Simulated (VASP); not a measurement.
VASP 6.6.1 run: KBr

INCAR

```
LCHARG = .FALSE.
NBANDS = 15
NSW = 0
GGA = 91
LASPH = .TRUE.
IBRION = -1
EDIFF = 1E-7
PREC = Medium
ISIF = 2
ISMEAR = -1
NELM = 120
LREAL = .FALSE.
LWAVE = .FALSE.
ENCUT = 520
SIGMA = 0.02
```

KPOINTS

```
KPOINTS created by Atomic Simulation Environment
0
Gamma
6 6 6
0 0 0
```

POSCAR

```
K  Br
 1.0000000000000000
     0.0000000000000000    3.3024387009999998    3.3024387009999998
     3.4900172191999999    0.0000000000000000    3.3024387009999998
     3.4900172191999999    3.3024387009999998    0.0000000000000000
 K   Br
   1   1
Cartesian
  0.0000000000000000  0.0000000000000000  0.0000000000000000
  3.4900172191999994  3.3024387010000003  3.3024387010000007
```

The recommended PBE PAW datasets give the neutral cell 16 valence electrons.

Command

```
mpirun -np 1 vasp_std
```

OSZICAR

```
N       E                     dE             d eps       ncg     rms          rms(c)
DAV:   1     0.983200872261E+02    0.98320E+02   -0.66615E+03   900   0.917E+02
DAV:   2     0.217710111989E+00   -0.98102E+02   -0.90761E+02  1139   0.222E+02
DAV:   3    -0.620285676950E+01   -0.64206E+01   -0.63863E+01  1274   0.507E+01
DAV:   4    -0.645484496372E+01   -0.25199E+00   -0.25193E+00  1347   0.863E+00
DAV:   5    -0.645690745057E+01   -0.20625E-02   -0.20625E-02  1315   0.875E-01    0.302E+00
DAV:   6    -0.627300492529E+01    0.18390E+00   -0.23287E-01  1159   0.225E+00    0.218E+00
DAV:   7    -0.626020241964E+01    0.12803E-01   -0.11067E-01  1215   0.175E+00    0.991E-01
DAV:   8    -0.627026392724E+01   -0.10062E-01   -0.13388E-02  1048   0.812E-01    0.125E-01
DAV:   9    -0.627122515457E+01   -0.96123E-03   -0.10165E-03  1222   0.193E-01    0.817E-02
DAV:  10    -0.627158701949E+01   -0.36186E-03   -0.38201E-04   942   0.111E-01    0.136E-02
DAV:  11    -0.627160303416E+01   -0.16015E-04   -0.30015E-05  1271   0.294E-02    0.560E-03
DAV:  12    -0.627160615112E+01   -0.31170E-05   -0.50855E-06   991   0.148E-02    0.288E-03
DAV:  13    -0.627160626437E+01   -0.11325E-06   -0.30046E-07  1299   0.288E-03    0.751E-04
DAV:  14    -0.627160637247E+01   -0.10810E-06   -0.14485E-07  1011   0.209E-03    0.486E-04
DAV:  15    -0.627160636663E+01    0.58385E-08   -0.33157E-09   716   0.357E-04
   1 F= -.62716064E+01 E0= -.62716064E+01  d E =-.807829E-11
```

From OUTCAR

```
k-points           NKPTS =     30   k-points in BZ     NKDIM =     30   number of bands    NBANDS=     15

   NELECT =      16.0000    total number of electrons

   dimension x,y,z NGX =    28 NGY =   28 NGZ =   28
   dimension x,y,z NGXF=    36 NGYF=   36 NGZF=   36

  energy-cutoff  :      520.00
  volume of cell :       76.12
      direct lattice vectors                 reciprocal lattice vectors
     0.000000000  3.302438701  3.302438701    -0.143265769  0.151403264  0.151403264
     3.490017219  0.000000000  3.302438701     0.143265769 -0.151403264  0.151403264
     3.490017219  3.302438701  0.000000000     0.143265769  0.151403264 -0.151403264

 k-points in reciprocal lattice and weights: KPOINTS created by Atomic Simulation Env
   0.00000000  0.00000000  0.00000000       0.005
   0.16666667  0.00000000  0.00000000       0.037
   0.33333333  0.00000000  0.00000000       0.037
   0.50000000  0.00000000  0.00000000       0.019
   0.16666667  0.16666667  0.00000000       0.019
   0.33333333  0.16666667  0.00000000       0.074
   0.50000000  0.16666667 -0.00000000       0.074
  -0.33333333  0.16666667 -0.00000000       0.074
   ...

 E-fermi :  -1.5807

 k-point     1 :       0.0000    0.0000    0.0000
  band No.  band energies     occupation
      1     -29.8603      2.00000
      2     -14.2121      2.00000
      3     -13.3973      2.00000
      4     -13.3894      2.00000
      5     -13.3894      2.00000
      6      -2.0175      2.00000
      7      -2.0045      2.00000
      8      -2.0045      2.00000
      9       2.3018      0.00000
     10       5.3739      0.00000
     11       5.6999      0.00000
     12       5.7000      0.00000
     13       6.2529      0.00000
     14       6.4661      0.00000
     15       9.5000      0.00000

 k-point     2 :       0.1667    0.0000    0.0000
  band No.  band energies     occupation
      1     -29.8592      2.00000
      2     -14.2667      2.00000
      3     -13.3985      2.00000
      4     -13.3894      2.00000
      5     -13.3205      2.00000
      6      -2.3387      2.00000
      7      -2.0908      2.00000
      8      -2.0824      2.00000
      9       2.9179      0.00000
     10       5.4208      0.00000
     11       5.8199      0.00000
     12       5.9959      0.00000
     13       6.5748      0.00000
     14       6.8052      0.00000
     15      10.2881      0.00000

 k-point     3 :       0.3333    0.0000    0.0000
  band No.  band energies     occupation
      1     -29.8571      2.00000
      2     -14.3568      2.00000
      3     -13.4033      2.00000
      4     -13.3893      2.00000
      5     -13.1988      2.00000
      6      -2.8612      2.00000
      7      -2.2359      2.00000
      8      -2.2299      2.00000
      9       4.0304      0.00000
     10       5.5946      0.00000
     11       6.6245      0.00000
     12       6.7943      0.00000
     13       7.3888      0.00000
     14       7.6642      0.00000
     15       9.0843      0.00000

 ...

  Total       -0.3874998      0.1676034      0.1676034     -0.0000000      0.0000000     -0.0000000
  in kB       -8.1555832      3.5274935      3.5274935     -0.0000000      0.0000000     -0.0000000
  external PRESSURE =      -0.3668654 kB  Pullay stress =       0.0000000 kB

 POSITION                                       TOTAL-FORCE (eV/Angst)
 -----------------------------------------------------------------------------------
      0.00000      0.00000      0.00000         0.000000      0.000000     -0.000000
      3.49002      3.30244      3.30244        -0.000000      0.000000      0.000000
 -----------------------------------------------------------------------------------
    total drift:                               -0.000000      0.000000     -0.000000

  FREE ENERGIE OF THE ION-ELECTRON SYSTEM (eV)
  ---------------------------------------------------
  free  energy   TOTEN  =        -6.2716063666 eV

  energy  without entropy=       -6.2716063666  energy(sigma->0) =       -6.27160637
```

It converged. Results: gap between bands v and c on the k mesh 4.31 eV; least direct gap on the k mesh 4.31 eV; pressure 0.0 GPa. Band v is the last that the valence electrons fill when counted band by band, and c is the next.

For comparison, a separate PBE run of the intended cell, on usual settings and not on those above, gives a gap of 4.28 eV on its mesh and a pressure of 0.0 GPa.

The run above took about 26 s on one core of a shared host (Intel Xeon Platinum 8488C) and held 0.15 GiB at most.
